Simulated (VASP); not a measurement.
# GaSb (F-43m) in VASP: further runs

The runs below take GaSb through relaxation of cell and atoms, with r2SCAN, PBE.

Everything below comes from runs of VASP 6.6.1. Logs are shortened: lines on timing, memory, paths and dates and some standing lists are left out, and cuts for length are marked.

## Step 1: The structure

It takes space group F-43m (No. 216, cubic). Conventional cell: a = 6.134 Å, b = 6.134 Å, c = 6.134 Å, α = 90.00°, β = 90.00°, γ = 90.00°. Ga (site symmetry -43m) is surrounded by 4 Sb at 2.66 Å. Around Sb (site symmetry -43m) lie 4 Ga at 2.66 Å.

## Step 2: Relaxation of cell and atoms, r2SCAN

INCAR

```
SYSTEM = GaSb
PREC = Accurate ; ENCUT = 600
EDIFF = 1E-7 ; ISMEAR = 0
SIGMA = 0.03 ; LREAL = .FALSE.
LASPH = .TRUE. ; NELM = 80
ALGO = Normal ; ISIF = 3
LWAVE = .FALSE. ; LCHARG = .FALSE.
METAGGA = R2SCAN ; LMIXTAU = .TRUE.
IBRION = 2 ; NSW = 90
EDIFFG = -0.005
```

KPOINTS

```
regular mesh
0
G
  10 10 10
  0 0 0
```

POSCAR

```
GaSb                                    
1.0
    0.0000000000      3.0670332161      3.0670332161
    3.0670332161      0.0000000000      3.0670332161
    3.0670332161      3.0670332161      0.0000000000
  Ga              Sb            
     1     1
Direct
     0.0000000000000000    0.0000000000000000    0.0000000000000000
     0.2500000000000000    0.2500000000000000    0.2500000000000000
```

Potentials or basis: VASP PAW PBE potentials, release 64 (Ga_d, Sb).

Started as:

```sh
$ cat potpaw_PBE.64/Ga_d/POTCAR potpaw_PBE.64/Sb/POTCAR > POTCAR
$ mpirun -np 1 vasp_std > vasp.out
```

OUTCAR:

```text
SYSTEM = GaSb
   PREC = Accurate
   ENCUT = 600
   EDIFF = 1E-7
   ISMEAR = 0
   LREAL = .FALSE.
   LASPH = .TRUE.
   NELM = 80
   ISIF = 3
   METAGGA = R2SCAN
   IBRION = 2
   NSW = 90
   EDIFFG = -0.005

 ion  position               nearest neighbor table
   1  0.000  0.000  0.000-   2 2.66   2 2.66   2 2.66   2 2.66
   2  0.250  0.250  0.250-   1 2.66   1 2.66   1 2.66   1 2.66

  LATTYP: Found a face centered cubic cell.
 ALAT       =     6.1340664322

  Lattice vectors:

 A1 = (   0.0000000000,   3.0670332161,   3.0670332161)
 A2 = (   3.0670332161,   0.0000000000,   3.0670332161)
 A3 = (   3.0670332161,   3.0670332161,   0.0000000000)

Analysis of symmetry for initial positions (statically):
=====================================================================
 Subroutine PRICEL returns:
 Original cell was already a primitive cell.

 Routine SETGRP: Setting up the symmetry group for a
 face centered cubic supercell.

 Subroutine GETGRP returns: Found 24 space group operations
 (whereof 24 operations were pure point group operations)
 out of a pool of 48 trial point group operations.

The static configuration has the point symmetry T_d .

Analysis of symmetry for dynamics (positions and initial velocities):
=====================================================================
 Subroutine PRICEL returns:
 Original cell was already a primitive cell.

 Routine SETGRP: Setting up the symmetry group for a
 face centered cubic supercell.

 Subroutine GETGRP returns: Found 24 space group operations
 (whereof 24 operations were pure point group operations)
 out of a pool of 48 trial point group operations.

The dynamic configuration has the point symmetry T_d .

 Subroutine INISYM returns: Found 24 space group operations
 (whereof 24 operations are pure point group operations),
 and found     1 'primitive' translations

----------------------------------------------------------------------------------------

                                     Primitive cell

  volume of cell :      57.7013

  direct lattice vectors                    reciprocal lattice vectors
     0.000000000  3.067033216  3.067033216    -0.163023992  0.163023992  0.163023992
     3.067033216  0.000000000  3.067033216     0.163023992 -0.163023992  0.163023992
     3.067033216  3.067033216  0.000000000     0.163023992  0.163023992 -0.163023992

  length of vectors
     4.337439970  4.337439970  4.337439970     0.282365838  0.282365838  0.282365838

  position of ions in fractional coordinates (direct lattice)
[... 92 lines left out ...]
   EMIN   =  10.00;   EMAX   =-10.00  energy-range for DOS
   EFERMI =   0.00;   METHOD = LEGACY
   ISMEAR =     0;   SIGMA  =   0.03  broadening in eV -4-tet -1-fermi 0-gaus
   EFERMI_NEDOS =   21; number of points for ismear=-14 and -15
   IALGO  =     38    algorithm
   IMIX   =      4    mixing-type and parameters
     AMIX     =   0.40;   BMIX     =  1.00
     AMIX_MAG =   1.60;   BMIX_MAG =  1.00
  volume/ion in A,a.u.               =      28.85       194.69
  Fermi-wavevector in a.u.,A,eV,Ry     =   1.110292  2.098148 16.772557  1.232748
  Thomas-Fermi vector in A             =   2.246842
   LORBIT       =      0    0 simple, 1 ext, 2 COOP (PROOUT), +10 PAW based schemes
   METAGGA = R2SCAN    functional components
   LHFCALC =     F    Hartree Fock is set to
   AEXX    =    0.0000 exact exchange contribution
   IVDW    =     0    specifies the selected vdW correction
   LEPSILON=     F    determine dielectric tensor
   LRPA    =     F    only Hartree local field effects (RPA)
 conjugate gradient relaxation of ions
 non-spin polarized calculation
 Gauss-broadening in eV      SIGMA  =   0.03
  energy-cutoff  :      600.00
  volume of cell :       57.70
 maximum number of plane-waves:      1964
   NGX = 17   NGY = 17   NGZ = 17

 number of electron      18.0000003 magnetization

 Free energy of the ion-electron system (eV)
  ---------------------------------------------------
  ext. energy  EPLUGINS =         0.00000000
  ---------------------------------------------------
  free energy    TOTEN  =       -37.60588072 eV

  energy without entropy =      -37.60588072  energy(sigma->0) =      -37.60588072

 E-fermi :   4.8036     XC(G=0):  -9.6853

 val. band max:        4.6037707068   @ k =   0.0000   0.0000   0.0000
 cond. band min:       4.9935099147   @ k =   0.0000   0.0000   0.0000
 fundamental gap:      0.3897392078
 Fermi energy:         4.8036339004

 k-point     1 :       0.0000    0.0000    0.0000
  band No.  band energies     occupation
      1     -10.8787      2.00000
      2     -10.8787      2.00000
      3     -10.8787      2.00000
      4     -10.8231      2.00000
      5     -10.8231      2.00000
      6      -7.2717      2.00000
      7       4.6037      2.00000
      8       4.6038      2.00000
      9       4.6038      2.00000
     10       4.9935      0.00000
     11       7.5872      0.00000
     12       7.5873      0.00000
     13       7.5873      0.00000
[... 354 lines left out ...]
  band No.  band energies     occupation
      1     -10.9164      2.00000
      2     -10.8591      2.00000
      3     -10.8586      2.00000
      4     -10.8318      2.00000
      5     -10.8198      2.00000
      6      -5.5871      2.00000
      7      -1.1127      2.00000
      8       2.0347      2.00000
      9       2.3442      2.00000
     10       6.0641      0.00000
     11       7.1762      0.00000
     12      11.2050      0.00000
     13      11.7021      0.00000

 [... further k-points ...]

------------------------ aborting loop because EDIFF is reached ----------------------------------------

  FORCE on cell =-STRESS in cart. coord.  units (eV):
  Direction    XX          YY          ZZ          XY          YZ          ZX
  --------------------------------------------------------------------------------------
  -------------------------------------------------------------------------------------
  Total        0.0032559      0.0032559      0.0032559      0.0000000      0.0000000      0.0000000
  in kB        0.0904049      0.0904049      0.0904049      0.0000000      0.0000000      0.0000000
  external PRESSURE =       0.0904049 kB  Pullay stress =       0.0000000 kB

 VOLUME and BASIS-vectors are now :
 -----------------------------------------------------------------------------
  energy-cutoff  :      600.00
  volume of cell :       57.70
      direct lattice vectors                 reciprocal lattice vectors
     0.000000000  3.067033216  3.067033216    -0.163023992  0.163023992  0.163023992
     3.067033216  0.000000000  3.067033216     0.163023992 -0.163023992  0.163023992
     3.067033216  3.067033216  0.000000000     0.163023992  0.163023992 -0.163023992

 POSITION                                       TOTAL-FORCE (eV/Angst)
 -----------------------------------------------------------------------------------
      0.00000      0.00000      0.00000         0.000000      0.000000      0.000000
      1.53352      1.53352      1.53352        -0.000000     -0.000000     -0.000000
 -----------------------------------------------------------------------------------
    total drift:                                0.000007      0.000007      0.000007

  FREE ENERGIE OF THE ION-ELECTRON SYSTEM (eV)
  ---------------------------------------------------
  free  energy   TOTEN  =       -37.6058807174 eV

  energy  without entropy=      -37.6058807174  energy(sigma->0) =      -37.60588072

 reached required accuracy - stopping structural energy minimisation
```

It took 1.9 min on 1 thread of Intel Xeon Platinum 8488C (Sapphire Rapids), shared host; peak memory 0.24 GiB.

What came out:

| Item | Value |
| --- | --- |
| Free energy | -37.6059 eV |
| Pressure after relaxing | 0.0 GPa |
| Band gap on the k mesh | 0.39 eV, direct |

Final structure:
```
CELL_PARAMETERS angstrom
0.00000 3.06703 3.06703
3.06703 0.00000 3.06703
3.06703 3.06703 0.00000
ATOMIC_POSITIONS crystal
Ga 0.00000 0.00000 0.00000
Sb 0.25000 0.25000 0.25000
```

Levels at points of the mesh, in eV from the valence-band top:
```
           k point  band 6  band 7  band 8  band 9  band 10  band 11  band 12  band 13
(0.00, 0.00, 0.00)  -11.88    0.00    0.00    0.00     0.39     2.98     2.98     2.98
(0.50, 0.00, 0.00)  -10.18   -6.54   -1.20   -1.20     0.67     4.01     4.01     6.93
(0.50, 0.50, 0.00)   -9.30   -7.01   -2.67   -2.67     1.13     1.49     9.21     9.21
```

Caveat: the relaxation stopped at its first step, so nothing moved; the PAW data sets were made with another functional, which shifts forces and pressure a little; spin-orbit coupling is left out, which moves the levels of the heavy elements.

## Step 3: Relaxation of cell and atoms, PBE

This run uses another cell than the first one, of 28.62 Å³/atom, 0.992 times its volume.

INCAR

```
  PREC = Accurate
  ENCUT = 600
  EDIFF = 1E-6
  ISMEAR = 0
  SIGMA = 0.03
  LREAL = False
  LASPH = True
  NELM = 80
  ALGO = Normal
  ISIF = 3
  LWAVE = False
  LCHARG = False
  GGA = PE
  IBRION = 2
  NSW = 90
  EDIFFG = -0.01
```

KPOINTS

```
Automatic mesh
0
Gamma
  10 10 10
```

POSCAR

```
GaSb
1.0
    0.0000000000      3.0590000000      3.0590000000
    3.0590000000      0.0000000000      3.0590000000
    3.0590000000      3.0590000000      0.0000000000
Ga Sb
1 1
Direct
    0.0000000000      0.0000000000      0.0000000000
    0.2500000000      0.2500000000      0.2500000000
```

Potentials or basis: VASP PAW PBE potentials, release 64 (Ga_d, Sb).

Started as:

```sh
$ cat potpaw_PBE.64/Ga_d/POTCAR potpaw_PBE.64/Sb/POTCAR > POTCAR
$ mpirun -np 1 vasp_std > vasp.out
```

Run time: 37 s. Hardware: 1 thread of Intel Xeon 6975P-C (Granite Rapids), shared host; peak memory 0.23 GiB.

Results (log left out):

| Quantity | Value |
| --- | --- |
| Free energy | -7.3712 eV |
| Relaxed volume | 30.03 Å³/atom |
| Relaxed cell | a = 4.396 Å, b = 4.396 Å, c = 4.396 Å, α = 60.00°, β = 60.00°, γ = 60.00° |
| Space group after relaxing (to 0.05 Å) | F-43m (No. 216) |
| Energy gained by relaxing | 10.0 meV/atom |
| Ionic steps | 3 |
| Pressure after relaxing | 0.0 GPa |
| Band gap on the k mesh | none (metal or under the smearing width) |

Step by step:
```tsv
step	energy change (eV)	largest force (eV/Å)	pressure (GPa)	volume (Å³)
1	0.0000	0.0000	2.38	57.25
2	-0.0186	0.0000	-0.54	60.85
3	-0.0201	0.0000	-0.02	60.07
```

Final structure:
```
Ga Sb
1.0
     0.00000    3.10843    3.10843
     3.10843    0.00000    3.10843
     3.10843    3.10843    0.00000
Ga Sb
1 1
Direct
  0.00000 0.00000 0.00000
  0.25000 0.25000 0.25000
```

Levels at points of the mesh, in eV from the Fermi level:
| k point | band 5 | band 6 | band 7 | band 8 | band 9 | band 10 | band 11 | band 12 | band 13 |
| --- | --- | --- | --- | --- | --- | --- | --- | --- | --- |
| (0.00, 0.00, 0.00) | -14.91 | -11.16 | -0.31 | -0.01 | -0.01 | -0.01 | 2.78 | 2.78 | 2.78 |
| (0.50, 0.00, 0.00) | -14.91 | -9.66 | -6.15 | -1.09 | -1.09 | 0.30 | 3.74 | 3.74 | 6.48 |
| (0.50, 0.50, 0.00) | -14.91 | -8.90 | -6.61 | -2.42 | -2.42 | 0.94 | 1.33 | 8.36 | 8.36 |

Caveat: this crystal is a semiconductor, whose small gap the functional closes, so the metal is an error of the method.
